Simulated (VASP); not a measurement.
**BN in VASP: one cell, several levels of theory, part 1 of 2**

BN built on the zincblende prototype, under +4.0 % biaxial strain in the (111) plane, free along [111] is computed at one geometry. Runs: PBE, r2SCAN. The results are then set beside those of Ansatz 0.2.0 for the same cell.

Code: VASP 6.6.1. PAW datasets, plane waves. Spin-unpolarised throughout; all numbers are computed.

### Step 1. The cell

The cell comes from an earlier relaxation with r2SCAN in another program, then strained, with the atoms relaxed again.

The symmetry is R3m (No. 160, trigonal); conventional cell a = 2.655 Å, c = 6.214 Å, 6.32 Å³ an atom. B has 4 N at 1.55–1.62 Å; N has 4 B at 1.55–1.62 Å.

The structure in full:

```cif
data_structure
_symmetry_space_group_name_H-M 'P 1'
_symmetry_Int_Tables_number 1
_cell_length_a 2.5767
_cell_length_b 2.5767
_cell_length_c 2.5767
_cell_angle_alpha 62.009
_cell_angle_beta 62.009
_cell_angle_gamma 62.009
_cell_volume 12.64
loop_
_atom_site_label
_atom_site_type_symbol
_atom_site_fract_x
_atom_site_fract_y
_atom_site_fract_z
_atom_site_occupancy
B1 B 0.00010 0.00010 0.00010 1
N1 N 0.24990 0.24990 0.24990 1
```

### Step 2. Single point with PBE

Contents of INCAR:

```
ENCUT = 520.000000
SIGMA = 0.020000
EDIFF = 1.00e-07
GGA = PE
PREC = Accurate
IBRION = -1
ISIF = 2
ISMEAR = -1
NBANDS = 11
NELM = 120
NSW = 0
LASPH = .TRUE.
LCHARG = .FALSE.
LWAVE = .FALSE.
LREAL = .FALSE.
```

Contents of KPOINTS:

```
KPOINTS created by Atomic Simulation Environment
0
Gamma
12 12 12
0 0 0
```

Contents of KPOINTS_OPT:

```
special points
7
Reciprocal
0.0000000000 0.0000000000 0.0000000000 1
-0.5000000000 -0.5000000000 0.0000000000 1
-0.3750000000 -0.3750000000 0.2500000000 1
-0.3750000000 0.0000000000 0.3750000000 1
0.0000000000 0.0000000000 0.5000000000 1
-0.5000000000 -0.2500000000 0.2500000000 1
0.0000000000 0.5000000000 0.5000000000 1
```

Contents of POSCAR:

```
B  N
 1.0000000000000000
    -0.0554560606000000    1.8215624230000000    1.8215624230000000
     1.8215624230000000   -0.0554560606000000    1.8215624230000000
     1.8215624230000000    1.8215624230000000   -0.0554560606000000
 B   N
   1   1
Cartesian
  0.0003668791073425  0.0003668791073425  0.0003668791073425
  0.8965503172426574  0.8965503172426574  0.8965503172426574
```

Potentials: the recommended PBE PAW datasets, 8 valence electrons in the neutral cell.

Run with:

```console
mpirun -np 1 vasp_std
```

Standard output, without the iteration lines:

```text
POSCAR found type information on POSCAR B N
 POSCAR found :  2 types and       2 ions
 LDA part: xc-table for (Slater+PW92), standard interpolation
 POSCAR, INCAR and KPOINTS ok, starting setup
 FFT: planning ... GRIDC
 FFT: planning ... GRID_SOFT
 FFT: planning ... GRID
 WAVECAR not read
 entering main loop
 Start KPOINTS_OPT (optional k-point list driver)
k-point batch [1-7\7]
```

OSZICAR:

```text
N       E                     dE             d eps       ncg     rms          rms(c)
DAV:   1     0.107264963043E+02    0.10726E+02   -0.49228E+03  4273   0.720E+02
DAV:   2    -0.177086688627E+02   -0.28435E+02   -0.27537E+02  5014   0.163E+02
DAV:   3    -0.182424284021E+02   -0.53376E+00   -0.53284E+00  4919   0.193E+01
DAV:   4    -0.182431185668E+02   -0.69016E-03   -0.69016E-03  4421   0.771E-01
DAV:   5    -0.182431193060E+02   -0.73920E-06   -0.73920E-06  4797   0.247E-02    0.637E+00
DAV:   6    -0.174290625333E+02    0.81406E+00   -0.31010E+00  4422   0.980E+00    0.305E+00
DAV:   7    -0.173755803285E+02    0.53482E-01   -0.81486E-02  4686   0.244E+00    0.184E+00
DAV:   8    -0.173631262599E+02    0.12454E-01   -0.33508E-02  4662   0.132E+00    0.164E-01
DAV:   9    -0.173632443217E+02   -0.11806E-03   -0.12335E-03  4347   0.275E-01    0.793E-02
DAV:  10    -0.173633402091E+02   -0.95887E-04   -0.14597E-04  4523   0.103E-01    0.152E-02
DAV:  11    -0.173633464695E+02   -0.62604E-05   -0.10503E-05  4832   0.270E-02    0.103E-02
DAV:  12    -0.173633467476E+02   -0.27811E-06   -0.15624E-06  4578   0.880E-03    0.122E-03
DAV:  13    -0.173633467759E+02   -0.28330E-07   -0.59118E-08  2921   0.224E-03
   1 F= -.17363347E+02 E0= -.17363347E+02  d E =-.202601E-10
       N       E                     dE             ncg
DAV:   1     0.126859351035E+04   -0.24495E+04      170
DAV:   2     0.108831876713E+04   -0.18027E+03      187
DAV:   3     0.108569935870E+04   -0.26194E+01      172
DAV:   4     0.108569677866E+04   -0.25800E-02      172
DAV:   5     0.108569677603E+04   -0.26274E-05      175
DAV:   6     0.108569677603E+04   -0.39945E-08      169
```

The lines after F= are the extra pass for the points of KPOINTS_OPT, at fixed density; their E is not a total energy.

From OUTCAR:

```text
k-points           NKPTS =    189   k-points in BZ     NKDIM =    189   number of bands    NBANDS=     11

   NELECT =       8.0000    total number of electrons

   dimension x,y,z NGX =    20 NGY =   20 NGZ =   20
   dimension x,y,z NGXF=    40 NGYF=   40 NGZF=   40

  energy-cutoff  :      520.00
  volume of cell :       12.64
      direct lattice vectors                 reciprocal lattice vectors
    -0.055456061  1.821562423  1.821562423    -0.262262359  0.270497445  0.270497445
     1.821562423 -0.055456061  1.821562423     0.270497445 -0.262262359  0.270497445
     1.821562423  1.821562423 -0.055456061     0.270497445  0.270497445 -0.262262359

 k-points in reciprocal lattice and weights: KPOINTS created by Atomic Simulation Env
   0.00000000  0.00000000  0.00000000       0.001
   0.08333333  0.00000000  0.00000000       0.003
   0.16666667  0.00000000  0.00000000       0.003
   0.25000000  0.00000000  0.00000000       0.003
   0.33333333  0.00000000  0.00000000       0.003
   0.41666667 -0.00000000 -0.00000000       0.003
   0.50000000  0.00000000  0.00000000       0.002
   0.08333333  0.08333333  0.00000000       0.003
[... 181 more k-points ...]

 E-fermi :   6.9709

 k-point     1 :       0.0000    0.0000    0.0000
  band No.  band energies     occupation
      1     -12.8974      2.00000
      2       6.5590      2.00000
      3       6.5590      2.00000
      4       6.6330      2.00000
      5      14.7086      0.00000
      6      14.7086      0.00000
      7      14.8645      0.00000
      8      16.9068      0.00000
      9      30.0947      0.00000
     10      33.5713      0.00000
     11      33.5713      0.00000

 k-point     2 :       0.0833    0.0000    0.0000
  band No.  band energies     occupation
      1     -12.7413      2.00000
      2       5.6487      2.00000
      3       6.4100      2.00000
      4       6.4689      2.00000
      5      14.8494      0.00000
      6      14.9516      0.00000
      7      15.4898      0.00000
      8      17.1715      0.00000
      9      29.9942      0.00000
     10      31.3037      0.00000
     11      31.9404      0.00000

 k-point     3 :       0.1667    0.0000    0.0000
  band No.  band energies     occupation
      1     -12.2798      2.00000
      2       3.6057      2.00000
      3       6.0454      2.00000
      4       6.0692      2.00000
      5      15.1774      0.00000
      6      15.5294      0.00000
      7      16.4956      0.00000
      8      18.0533      0.00000
      9      29.5992      0.00000
     10      29.7330      0.00000
     11      30.7484      0.00000

 k-point     4 :       0.2500    0.0000    0.0000
  band No.  band energies     occupation
      1     -11.5383      2.00000
      2       1.2590      2.00000
      3       5.5987      2.00000
      4       5.6225      2.00000
      5      15.5030      0.00000
      6      16.1152      0.00000
      7      17.1614      0.00000
      8      19.2685      0.00000
      9      29.1668      0.00000
     10      29.1890      0.00000
     11      30.4489      0.00000

 k-point     5 :       0.3333    0.0000    0.0000
  band No.  band energies     occupation
      1     -10.5834      2.00000
      2      -0.9757      2.00000
      3       5.1903      2.00000
      4       5.2613      2.00000
      5      15.7430      0.00000
      6      16.4624      0.00000
      7      17.5107      0.00000
      8      20.2752      0.00000
      9      28.9649      0.00000
     10      29.7190      0.00000
     11      31.0961      0.00000

 k-point     6 :       0.4167   -0.0000   -0.0000
  band No.  band energies     occupation
      1      -9.6051      2.00000
      2      -2.7633      2.00000
      3       4.9212      2.00000
      4       5.0261      2.00000
      5      15.8809      0.00000
      6      16.5726      0.00000
      7      17.6326      0.00000
      8      20.9005      0.00000
      9      29.0187      0.00000
     10      30.9472      0.00000
     11      31.7966      0.00000

 k-point     7 :       0.5000    0.0000    0.0000
  band No.  band energies     occupation
      1      -9.1175      2.00000
      2      -3.5266      2.00000
      3       4.8279      2.00000
      4       4.9452      2.00000
      5      15.9244      0.00000
      6      16.5853      0.00000
      7      17.6539      0.00000
      8      21.1123      0.00000
      9      29.1209      0.00000
     10      31.6564      0.00000
     11      31.7307      0.00000

 k-point     8 :       0.0833    0.0833    0.0000
  band No.  band energies     occupation
      1     -12.6844      2.00000
      2       5.9590      2.00000
      3       6.0098      2.00000
      4       6.1721      2.00000
      5      14.5326      0.00000
      6      15.4426      0.00000
      7      15.4816      0.00000
      8      17.3872      0.00000
      9      28.7949      0.00000
     10      30.9545      0.00000
     11      33.8236      0.00000

 k-point     9 :       0.1667    0.0833    0.0000
  band No.  band energies     occupation
      1     -12.3201      2.00000
      2       4.2653      2.00000
      3       5.6598      2.00000
      4       5.9781      2.00000
      5      14.6379      0.00000
      6      15.8235      0.00000
      7      16.5203      0.00000
      8      18.0722      0.00000
      9      27.2277      0.00000
     10      30.9572      0.00000
     11      32.7321      0.00000

 k-point    10 :       0.2500    0.0833   -0.0000
  band No.  band energies     occupation
      1     -11.6667      2.00000
      2       2.0313      2.00000
      3       5.1766      2.00000
      4       5.6460      2.00000
      5      15.1427      0.00000
      6      16.1953      0.00000
      7      17.3624      0.00000
      8      18.9895      0.00000
      9      26.5973      0.00000
     10      30.7191      0.00000
     11      32.0783      0.00000

 k-point    11 :       0.3333    0.0833   -0.0000
  band No.  band energies     occupation
      1     -10.7740      2.00000
      2      -0.2201      2.00000
      3       4.8063      2.00000
      4       5.1851      2.00000
      5      15.6622      0.00000
      6      16.4862      0.00000
      7      17.8330      0.00000
      8      19.7933      0.00000
      9      26.9393      0.00000
     10      30.5480      0.00000
     11      32.1759      0.00000

 k-point    12 :       0.4167    0.0833    0.0000
  band No.  band energies     occupation
      1      -9.7779      2.00000
      2      -2.1577      2.00000
      3       4.5984      2.00000
      4       4.7540      2.00000
      5      15.9990      0.00000
      6      16.6246      0.00000
      7      17.9662      0.00000
      8      20.5487      0.00000
      9      27.6611      0.00000
     10      30.8641      0.00000
     11      32.3408      0.00000

 k-point    13 :       0.5000    0.0833   -0.0000
  band No.  band energies     occupation
      1      -9.0668      2.00000
      2      -3.3051      2.00000
      3       4.3755      2.00000
      4       4.6444      2.00000
      5      16.2098      0.00000
      6      16.6448      0.00000
      7      17.9037      0.00000
      8      21.1036      0.00000
      9      28.1497      0.00000
     10      31.5310      0.00000
     11      32.1828      0.00000

 k-point    14 :      -0.4167    0.0833    0.0000
  band No.  band energies     occupation
      1      -9.2524      2.00000
      2      -3.0181      2.00000
      3       4.2076      2.00000
      4       4.8356      2.00000
      5      16.3046      0.00000
      6      16.6779      0.00000
      7      17.7808      0.00000
      8      21.1247      0.00000
      9      28.3599      0.00000
     10      31.2307      0.00000
     11      32.0274      0.00000

 k-point    15 :      -0.3333    0.0833   -0.0000
  band No.  band energies     occupation
      1     -10.1390      2.00000
      2      -1.5005      2.00000
      3       4.2279      2.00000
      4       5.1946      2.00000
      5      16.1916      0.00000
      6      16.7602      0.00000
      7      17.6350      0.00000
      8      20.5437      0.00000
      9      28.3617      0.00000
     10      29.8031      0.00000
     11      32.0040      0.00000

 k-point    16 :      -0.2500    0.0833   -0.0000
  band No.  band energies     occupation
      1     -11.1230      2.00000
      2       0.5898      2.00000
      3       4.4516      2.00000
      4       5.6579      2.00000
      5      15.9113      0.00000
      6      16.5893      0.00000
      7      17.4605      0.00000
      8      19.5523      0.00000
      9      28.2005      0.00000
     10      28.9194      0.00000
     11      31.7685      0.00000

[... the tables of k-points 17 to 189 left out ...]

  Total       -1.4904341     -1.4904341     -1.4904341      0.9285159      0.9285159      0.9285159
  in kB     -188.9182537   -188.9182537   -188.9182537    117.6929605    117.6929605    117.6929605
  external PRESSURE =    -188.9182537 kB  Pullay stress =       0.0000000 kB

 POSITION                                       TOTAL-FORCE (eV/Angst)
 -----------------------------------------------------------------------------------
      0.00037      0.00037      0.00037        -0.037600     -0.037600     -0.037600
      0.89655      0.89655      0.89655         0.037600      0.037600      0.037600
 -----------------------------------------------------------------------------------
    total drift:                                0.000041      0.000041      0.000041

  FREE ENERGIE OF THE ION-ELECTRON SYSTEM (eV)
  ---------------------------------------------------
  free  energy   TOTEN  =       -17.3633467759 eV

  energy  without entropy=      -17.3633467759  energy(sigma->0) =      -17.36334678
```

Hardware: 1 MPI rank of Intel Xeon Platinum 8488C, shared host.

The levels at the points of KPOINTS_OPT are read from vasprun.xml.

Band energies at the special points (eV, zero at the top of v, the last band that the electrons fill by count):

| point | v−1 | v | c | c+1 |
| --- | --- | --- | --- | --- |
| Γ | -0.07 | 0.00 | 8.08 | 8.08 |
| X | -4.88 | -4.34 | 4.29 | 8.88 |
| U | -7.11 | -4.06 | 6.34 | 12.60 |
| K | -7.23 | -3.62 | 6.94 | 11.75 |
| L | -1.81 | -1.69 | 9.29 | 9.95 |
| W | -6.48 | -6.08 | 9.20 | 12.17 |

The PBE gap is 4.29 eV and indirect (Γ to X), with 8.08 eV as the least direct one. Pressure: -18.89 GPa, and the largest force is 0.065 eV/Å, on atom 1 (B).

(Continued in part 2 of 2.)
